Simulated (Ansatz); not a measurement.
# FeO (C2/m) in Ansatz: equation of state, part 2 of 2

Ansatz 0.2.0.

### 3 Single point, PBE, collinear spin, ferromagnetic start, 10.34 Å³/atom (volume scaled by 0.96)

Contents of input.yaml:

```yaml
crystal:
  lattice:
    - [2.6461094209, -1.503827069, 0.0]
    - [2.6461094209, 1.503827069, 0.0]
    - [-0.2311442469, 0.0, 5.1982314995]
  atoms:
    - { symbol: Fe, position: [0.0, 0.0, 0.5], spin: 3.0 }
    - { symbol: Fe, position: [0.0, 0.0, 0.0], spin: 3.0 }
    - { symbol: O, position: [0.335467, 0.335467, 0.744299] }
    - { symbol: O, position: [0.664533, 0.664533, 0.255701] }
hamiltonian:
  xc: pbe
  pseudopotentials: { kind: paw }
magnetization:
  spin_polarized: true
kpoints:
  mp_grid: { grid: [10, 10, 5] }
scf:
  occupations: { method: fermi_dirac, width: 0.05 }
output:
  forces: true
  stress: true
  eigenvalues: true
  write_density: true
  write_potential: true
  elf: true
  volumetric_format: npy
```

Potentials or basis: Ansatz PAW.

Command:

```
$ ansatz run input.yaml --threads 2 --pin off --max-ram 5120MiB --backend cpu --events-out ev --progress --plain --runs-dir out
```

Wall time 9.1 s (2 threads of AMD EPYC 9B45 (Zen 5), shared host); peak memory 0.7 GiB.

The run converged. Its results:

| Quantity | Value |
| --- | --- |
| Free energy | -10094.1685 eV |
| Pressure | -8.0 GPa |
| Largest force | 0.229 eV/Å |
| Band gap on the k mesh | none (metal or under the smearing width) |
| Net moment | 0.06 μB per cell |
| Absolute moment | 6.97 μB per cell |
| Site moments | Fe +3.22, -3.20; O +0.01 μB |

Caveat: the pressure holds a Pulay correction of +0.6 GPa for the finite cutoff; semilocal functionals often make such compounds metallic where correlation or magnetic order opens a gap, which also shifts bond lengths; the starting moments weren't kept.

### 4 Single point, PBE, collinear spin, ferromagnetic start, 10.56 Å³/atom (volume scaled by 0.98)

input.yaml, as its differences from that of step 3:

```diff
@@ -2,5 +2,5 @@
   lattice:
-    - [2.6461094209, -1.503827069, 0.0]
-    - [2.6461094209, 1.503827069, 0.0]
-    - [-0.2311442469, 0.0, 5.1982314995]
+    - [2.664359028, -1.5141986179, 0.0]
+    - [2.664359028, 1.5141986179, 0.0]
+    - [-0.2327383956, 0.0, 5.2340825049]
   atoms:
```

Command:

```
$ ansatz run input.yaml --threads 2 --pin off --max-ram 5120MiB --backend cpu --events-out ev --progress --plain --runs-dir out
```

Run time: 10 s. Hardware: 2 threads of AMD EPYC 9B45 (Zen 5), shared host; peak memory 0.7 GiB.

It converged, with:

```yaml
Free_energy: -10094.1181 eV
Pressure: -10.7 GPa
Largest_force: 0.213 eV/Å
Band_gap_on_the_k_mesh: none (metal or under the smearing width)
Net_moment: 0.06 μB per cell
Absolute_moment: 7.01 μB per cell
Site_moments: Fe +3.24, -3.22; O +0.01 μB
```

Caveat: the pressure holds a Pulay correction of +0.6 GPa for the finite cutoff; semilocal functionals often make such compounds metallic where correlation or magnetic order opens a gap, which also shifts bond lengths; the starting moments weren't kept.

### 5 Single point, PBE, collinear spin, ferromagnetic start, 10.77 Å³/atom

input.yaml, as its differences from that of step 4:

```diff
@@ -2,5 +2,5 @@
   lattice:
-    - [2.664359028, -1.5141986179, 0.0]
-    - [2.664359028, 1.5141986179, 0.0]
-    - [-0.2327383956, 0.0, 5.2340825049]
+    - [2.682362, -1.52443, 0.0]
+    - [2.682362, 1.52443, 0.0]
+    - [-0.234311, 0.0, 5.269449]
   atoms:
```

Command:

```
$ ansatz run input.yaml --threads 2 --pin off --max-ram 5120MiB --backend cpu --events-out ev --progress --plain --runs-dir out
```

Run time: 10 s. Hardware: 2 threads of AMD EPYC 9B45 (Zen 5), shared host; peak memory 0.71 GiB.

Results (log left out):

| Quantity | Value |
| --- | --- |
| Free energy | -10094.0536 eV |
| Pressure | -13.2 GPa |
| Largest force | 0.197 eV/Å |
| Band gap on the k mesh | none (metal or under the smearing width) |
| Net moment | 0.06 μB per cell |
| Absolute moment | 7.05 μB per cell |
| Site moments | Fe +3.26, -3.24; O +0.01 μB |

Caveat: the pressure holds a Pulay correction of +0.6 GPa for the finite cutoff; semilocal functionals often make such compounds metallic where correlation or magnetic order opens a gap, which also shifts bond lengths; the starting moments weren't kept.

### 6 Single point, PBE, collinear spin, ferromagnetic start, 10.99 Å³/atom (volume scaled by 1.02)

input.yaml, as its differences from that of step 5:

```diff
@@ -2,5 +2,5 @@
   lattice:
-    - [2.682362, -1.52443, 0.0]
-    - [2.682362, 1.52443, 0.0]
-    - [-0.234311, 0.0, 5.269449]
+    - [2.7001265045, -1.5345258571, 0.0]
+    - [2.7001265045, 1.5345258571, 0.0]
+    - [-0.2358627737, 0.0, 5.3043470303]
   atoms:
```

Potentials or basis: Ansatz PAW.

Command:

```
$ ansatz run input.yaml --threads 2 --pin off --max-ram 5120MiB --backend cpu --events-out ev --progress --plain --runs-dir out
```

Run time: 11 s. Hardware: 2 threads of AMD EPYC 9B45 (Zen 5), shared host; peak memory 0.72 GiB.

It converged, with:

- Free energy: -10093.9766 eV
- Pressure: -15.4 GPa
- Largest force: 0.183 eV/Å
- Band gap on the k mesh: none (metal or under the smearing width)
- Net moment: 0.06 μB per cell
- Absolute moment: 7.08 μB per cell
- Site moments: Fe +3.28, -3.26; O +0.01 μB

Caveat: the pressure holds a Pulay correction of +0.6 GPa for the finite cutoff; semilocal functionals often make such compounds metallic where correlation or magnetic order opens a gap, which also shifts bond lengths; the starting moments weren't kept.

### 7 Single point, PBE, collinear spin, ferromagnetic start, 11.20 Å³/atom (volume scaled by 1.04)

The moment here breaks from that of the other volumes: this run ended in another magnetic state.

input.yaml, as its differences from that of step 6:

```diff
@@ -2,5 +2,5 @@
   lattice:
-    - [2.7001265045, -1.5345258571, 0.0]
-    - [2.7001265045, 1.5345258571, 0.0]
-    - [-0.2358627737, 0.0, 5.3043470303]
+    - [2.7176602847, -1.54449059, 0.0]
+    - [2.7176602847, 1.54449059, 0.0]
+    - [-0.2373943931, 0.0, 5.3387918073]
   atoms:
@@ -23,5 +23 @@
   eigenvalues: true
-  write_density: true
-  write_potential: true
-  elf: true
-  volumetric_format: npy
```

Command:

```
$ ansatz run input.yaml --threads 2 --pin off --max-ram 5120MiB --backend cpu --events-out ev --progress --plain --runs-dir out
```

Wall time 10 s (2 threads of AMD EPYC 9B45 (Zen 5), shared host); peak memory 0.71 GiB.

It converged, with:

```yaml
Free_energy: -10093.9018 eV
Pressure: -14.7 GPa
Largest_force: 0.150 eV/Å
Band_gap_on_the_k_mesh: none (metal or under the smearing width)
Net_moment: 8.00 μB per cell
Absolute_moment: 8.01 μB per cell
Site_moments: Fe +3.47, +3.44; O +0.33 μB
```

Caveat: the pressure holds a Pulay correction of +0.6 GPa for the finite cutoff; semilocal functionals often make such compounds metallic where correlation or magnetic order opens a gap, which also shifts bond lengths; only a ferromagnetic start was run, and an antiferromagnetic order may lie lower in energy.

### 8 Single point, PBE, collinear spin, ferromagnetic start, 11.42 Å³/atom (volume scaled by 1.06)

The moment here breaks from that of the other volumes: this run ended in another magnetic state.

input.yaml, as its differences from that of step 7:

```diff
@@ -2,5 +2,5 @@
   lattice:
-    - [2.7176602847, -1.54449059, 0.0]
-    - [2.7176602847, 1.54449059, 0.0]
-    - [-0.2373943931, 0.0, 5.3387918073]
+    - [2.7349706896, -1.5543283749, 0.0]
+    - [2.7349706896, 1.5543283749, 0.0]
+    - [-0.2389065, 0.0, 5.3727977675]
   atoms:
```

Command:

```
$ ansatz run input.yaml --threads 2 --pin off --max-ram 5120MiB --backend cpu --events-out ev --progress --plain --runs-dir out
```

Wall time 9.9 s (2 threads of AMD EPYC 9B45 (Zen 5), shared host); peak memory 0.72 GiB.

The run converged. Its results:

```
Free energy            : -10093.8174 eV
Pressure               : -16.7 GPa
Largest force          : 0.139 eV/Å
Band gap on the k mesh : none (metal or under the smearing width)
Net moment             : 8.00 μB per cell
Absolute moment        : 8.01 μB per cell
Site moments           : Fe +3.48, +3.45; O +0.32 μB
```

Caveat: the pressure holds a Pulay correction of +0.6 GPa for the finite cutoff; semilocal functionals often make such compounds metallic where correlation or magnetic order opens a gap, which also shifts bond lengths; only a ferromagnetic start was run, and an antiferromagnetic order may lie lower in energy.

### 9 Equation of state, PBE, collinear spin, ferromagnetic start

Potentials or basis: Ansatz PAW.

No new run: the results of the series are fitted here.

What came out:

```
Equilibrium volume                        : 9.94 Å³/atom (rough: see the caveat)
Bulk modulus at fixed shape and positions : 252 GPa (rough)
```

Energy against volume, from the lowest point:
```csv
volume (Å³/atom),energy (meV/atom)
10.127,0.00
10.343,8.64
10.558,21.25
10.774,37.37
10.989,56.62
11.205,75.30
11.420,96.42
```

Caveat: the fit is doubtful: noisy points or a state that changes with volume; the minimum lies outside the volumes run; the cell was scaled at fixed shape and fractional positions, which overstates the stiffness of a crystal with free parameters, most of all of layers and chains.
